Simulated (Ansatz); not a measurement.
The system is TiCo.

```
Co Ti
1.0
     2.98611    0.00000    0.00000
     0.00000    2.98611    0.00000
     0.00000    0.00000    2.98611
Co Ti
1 1
Cartesian
  1.4931 1.4931 1.4931
  0.0000 0.0000 0.0000
```

The cell comes from a database or a generator and needn't be the stable form of this composition.

Program: Ansatz 0.2.0. Alike in all runs: potentials or basis all-electron LAPW, scalar-relativistic; cell as given; k mesh 9 × 9 × 9; basis error allowed 0.001 eV/atom.

**Question.** Order these runs on this cell by their pressure, lowest first.
A. level PBE+D3(BJ)+U; spin collinear, antiferromagnetic start; U Co d U = 5.3 eV, Ti d U = 4 eV; cutoff (eV) 279; smearing methfessel-paxton 0.1 eV
B. level PBE; spin collinear, ferromagnetic start; cutoff (eV) 279; smearing gaussian 0.1 eV
C. level LDA; spin collinear, ferromagnetic start; cutoff (eV) 278; smearing fermi-dirac 0.05 eV

**Answer.** C (-14.7 GPa), B (-0.5 GPa), A (19.4 GPa).

Caveats: the magnetic state may not be the lowest (some runs); U is the effective U less J, on atomic orbitals that reach past the spheres (some runs); pairwise dispersion overbinds metals, which lowers pressure and volume (some runs); the U is typed as a test and isn't derived for this compound (some runs).
